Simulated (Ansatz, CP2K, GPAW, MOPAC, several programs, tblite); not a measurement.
# MgO: cheap methods against density-functional theory

How much accuracy does each second buy? MgO is computed with 11 methods, from the cheapest up to r2SCAN.

Method: no spin polarisation, static lattice; gaps from single points on the cell relaxed beforehand with r²SCAN, in MOPAC, tblite, CP2K, GPAW, Ansatz (versions at each run).

### Step 1. Starting point

It takes space group F-43m (No. 216, cubic). The conventional cell has a = 4.564 Å, b = 4.564 Å, c = 4.564 Å, α = 90.00°, β = 90.00°, γ = 90.00°. Mg (site symmetry -43m) is surrounded by 4 O at 1.98 Å. Around O (site symmetry -43m) lie 4 Mg at 1.98 Å.

Structure file:

```cif
data_structure
_symmetry_space_group_name_H-M 'P 1'
_symmetry_Int_Tables_number 1
_cell_length_a 3.2272
_cell_length_b 3.2272
_cell_length_c 3.2272
_cell_angle_alpha 60.000
_cell_angle_beta 60.000
_cell_angle_gamma 60.000
_cell_volume 23.77
loop_
_atom_site_label
_atom_site_type_symbol
_atom_site_fract_x
_atom_site_fract_y
_atom_site_fract_z
_atom_site_occupancy
Mg1 Mg 0.00000 0.00000 0.00000 1
O1 O 0.25000 0.25000 0.25000 1
```

The structure type (zincblende) is imposed and need not be the compound's stable one.

**Question.** The methods are PM6, PM7, GFN1-xTB (tblite), GFN2-xTB (tblite), PBE/DZVP, PBE/single-zeta, PBE/SZV, coarse PBE, GLLB-SC, PBE, r2SCAN. What gap does r2SCAN give on this cell, and which other methods (full PBE left aside) come nearest to r2SCAN and farthest in gap, volume and bulk modulus?

| quantity | value |
| --- | --- |
| r2SCAN | gap 4.34 eV, 11.88 Å³/atom, B₀ 126 GPa |
| gap: nearest and farthest of the other methods | coarse PBE (-0.68 eV), GFN1-xTB (tblite) (-3.90 eV) |
| volume: nearest and farthest of the other methods | PM7 (+3.1 %), PBE/SZV (+11.9 %) |
| bulk modulus: nearest and farthest of the other methods | PBE/DZVP (-13 %), PM7 (+86 %) |

In words: For the gap, of the 9 methods compared (full PBE left aside), coarse PBE comes nearest to r2SCAN and GFN1-xTB (tblite) is farthest. For the volume, of the 4 methods compared (full PBE left aside), PM7 comes nearest to r2SCAN and PBE/SZV is farthest. Among the 4 methods compared for the bulk modulus (full PBE left aside), PBE/DZVP is nearest to r2SCAN and PM7 farthest. A minimal basis or a coarse cutoff and mesh shifts results by its own error, so closeness to r2SCAN can be chance. Cluster runs see only the k-points that fold onto the zone centre, so their gaps can miss the band edges. GLLB-SC is compared with its derivative discontinuity added. No volume is given for PM6, GFN2-xTB (tblite), PBE/single-zeta, coarse PBE, which can hide a larger miss. CPU times run from 0.45 s (coarse PBE) to 11 s (PBE/DZVP). On this cell PM7, GFN2-xTB (tblite), PBE/DZVP, PBE/single-zeta, PBE/SZV, GLLB-SC cost more than r2SCAN itself (3 s), so they are no saving here. r2SCAN is a yardstick, not the truth: it usually gives gaps below the measured ones.
